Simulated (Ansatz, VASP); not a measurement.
**Cu: VASP beside Ansatz**

File POSCAR:

```
Cu
1.0
    0.0000000000      1.8075000000      1.8075000000
    1.8075000000      0.0000000000      1.8075000000
    1.8075000000      1.8075000000      0.0000000000
Cu
1
Direct
    0.0000000000      0.0000000000      0.0000000000
```

INCAR.step1

```
SYSTEM = Cu
PREC = Accurate ; ENCUT = 520
ISMEAR = 1 ; SIGMA = 0.15
LREAL = .False. ; LASPH = .True.
NELM = 60 ; NBANDS = 12
GGA = PE ; ALGO = Normal
EDIFF = 1E-4 ; LWAVE = .True.
LCHARG = .False.
```

The input INCAR.step2:

```
SYSTEM = Cu
PREC = Accurate ; ENCUT = 520
EDIFF = 1E-7 ; ISMEAR = 1
SIGMA = 0.15 ; LREAL = .False.
LASPH = .True. ; NELM = 60
ALGO = Normal ; ISIF = 2
LWAVE = .False. ; LCHARG = .False.
METAGGA = R2SCAN ; LMIXTAU = .True.
LUSE_VDW = .True. ; IVDW_NL = 2
BPARAM = 11.95 ; CPARAM = 0.0093
NBANDS = 12 ; ISTART = 1
```

File KPOINTS:

```
Automatic mesh
0
Gamma
  13 13 13
  0 0 0
```

File input.yaml:

```yaml
crystal:
  lattice:
    - [0.0, 1.8075, 1.8075]
    - [1.8075, 0.0, 1.8075]
    - [1.8075, 1.8075, 0.0]
  atoms:
    - { symbol: Cu, position: [0.0, 0.0, 0.0] }
hamiltonian:
  xc: r2scan
  pseudopotentials: { kind: paw }
  dispersion: rvv10
kpoints:
  mp_grid: { grid: [13, 13, 13] }
scf:
  occupations: { method: cold, width: 0.15 }
  n_extra_bands: 6
output:
  forces: true
  stress: true
  eigenvalues: true
  dos: { projected: false, de: 0.05, nscf_kmesh: { grid: [20, 20, 20] } }
```

Alike in both runs: functional r2SCAN; dispersion rVV10; k mesh 13 × 13 × 13; no spin polarisation.

|  | VASP | Ansatz |
| --- | --- | --- |
| version | VASP 6.6.1 | Ansatz 0.2.0 |
| potentials or method | VASP PAW PBE potentials, release 64 (Cu) | Ansatz PAW |
| plane-wave cutoff (eV) | 520 | 500 |
| occupations | methfessel-paxton of order 1, width 0.15 eV | cold, width 0.15 eV |
| valence electrons in the cell | 11 | 19 |
| task | single point | density of states |

Ansatz gave:

| Quantity | Value |
| --- | --- |
| gap on the k mesh at the Fermi level (eV) | none |
| pressure (GPa) | -7.0 |

**Question.** What did VASP give for the same quantities?

**Answer.** gap on the k mesh at the Fermi level (eV): none; pressure (GPa): -6.1.

A gap of «none» marks a metal or a gap that the smearing closes. The two sets of potentials don't hold the same shells in valence.

Caveats: the PAW data sets were made with another functional, which shifts forces and pressure a little (VASP); the PAW data sets come from PBE, with cores solved anew for the run's functional, which leaves a small shift of forces and pressure (Ansatz); the density of states is complete only up to the lowest level of the last band computed (Ansatz).
